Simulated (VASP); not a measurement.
The system is TePb.

```
Te Pb
1.0
     0.00000    3.22185    3.22185
     3.22185    0.00000    3.22185
     3.22185    3.22185    0.00000
Te Pb
1 1
Direct
  0.50000 0.50000 0.50000
  0.00000 0.00000 0.00000
```

Base run:

* Program: VASP 6.6.1
* Functional: HSE06
* Potentials or basis: VASP PAW PBE potentials, release 64 (Te, Pb_d)
* Cutoff: 520 eV
* k mesh: 6 × 6 × 6
* Occupations: gaussian, width 0.03 eV
* Spin: no spin polarisation

Its results: band gap on the k mesh 1.07 eV, direct; pressure 1.4 GPa.

Problem. The run is repeated on the same cell with these changes: functional from HSE06 to PBE0. What comes out?

Solution. Band gap on the k mesh 1.59 eV, direct; pressure 1.4 GPa.

Caveats: the PAW data sets were made with another functional, which shifts forces and pressure a little; spin-orbit coupling is left out, which as a rule narrows the gap of such compounds by several tenths of an eV.
